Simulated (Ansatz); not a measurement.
Take a crystal in which Ca has been replaced by Ba on all its sites, with the cell rescaled by a rough guess (in some cases also distorted within its space group) and nothing relaxed:

```xyz
4
Lattice="4.6643 0.0000 0.0000 -2.3322 4.0394 0.0000 0.0000 0.0000 15.1678" Properties=species:S:1:pos:R:3 pbc="T T T"
Ba    0.0000    0.0000    0.0000
Ba    0.0000    2.6930    3.7919
Ba    0.0000    0.0000    7.5839
Ba    2.3322    1.3465   11.3758
```

Computed with DFT PBE, scalar-relativistic, plane waves, PAW (Ansatz).

Settings: cutoff 420 eV, Γ-centred mesh 12×12×4 on the computed 4-atom cell, Gaussian smearing of 0.10 eV; no spin polarisation.

(1) What pressure does the cell carry?

(2) Is it a metal on this mesh?

Spin-orbit coupling is left out, which matters for the bands of heavy elements.

Results:

(1) The pressure is -0.8 GPa (positive in compression), so the cell would contract.

(2) Yes, a band crosses the Fermi level.

This form isn't the element's structure at ambient conditions.